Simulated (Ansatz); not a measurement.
# SiC: the cost of one run

Program: Ansatz 0.2.0. Level of theory: DFT r2SCAN, scalar-relativistic, plane waves, PAW. These are calculated values, not measurements.

The COD entry's cell or inner coordinates are ideal or old and differ from later refinements, so a difference from it is no clean test against experiment.

### 1 The system as given

It takes space group F-43m (No. 216, cubic). The conventional cell has a = 4.356 Å, b = 4.356 Å, c = 4.356 Å, α = 90.00°, β = 90.00°, γ = 90.00°. Around Si (site symmetry -43m) lie 4 C at 1.89 Å. C (site symmetry -43m) is surrounded by 4 Si at 1.89 Å.

Structure file:

```xyz
2
Lattice="0.0000 2.1781 2.1781 2.1781 0.0000 2.1781 2.1781 2.1781 0.0000" Properties=species:S:1:pos:R:3 pbc="T T T"
Si    0.0000    0.0000    0.0000
C     3.2672    3.2672    3.2672
```

It is the result of an earlier relaxation at this level (volume 10.33 Å³/atom; gap on the mesh: 1.71 eV).

### 2 The reference cell

The reference gives a free energy of -891.3330 eV, pressure 0.01 GPa, largest force 0.000 eV/Å and gap on the mesh 1.71 eV. It was computed beforehand with the settings of the runs below.

### 3 The disturbance

All atoms moved at random, sigma 0.4 Å a component. Displacements in the unstrained cell, with the mean shift removed:

```csv
atom,ux (Å),uy (Å),uz (Å)
Si1,-0.169,-0.558,0.113
C2,0.169,0.558,-0.113
```

### 4 The disturbed cell, one point

File input.yaml:

```yaml
crystal:
  lattice:
    - [0.0, 2.178144982, 2.178144982]
    - [2.178144982, 0.0, 2.178144982]
    - [2.178144982, 2.178144982, 0.0]
  atoms:
    - { symbol: Si, position: [-0.06312403, 0.1151658864, -0.1928481309] }
    - { symbol: C, position: [0.81312403, 0.6348341136, 0.9428481309] }
basis:
  ecutwfc: 500
kpoints:
  mp_grid: { grid: [8, 8, 8] }
hamiltonian:
  xc: r2scan
scf:
  occupations: { method: gaussian, width: 0.05 }
output:
  forces: true
  stress: true
  eigenvalues: true
```

Launch:

```bash
$ ansatz run input.yaml --threads 1 --pin off --max-ram 2560MiB --backend cpu --events-out ev --progress --plain --runs-dir out
```

**Question.** How long does this run take on 1 thread of Intel Xeon at 2.50GHz (Skylake/Cascade Lake), shared host, and how much memory does it need?

About 23 s, with a peak of 0.45 GiB.
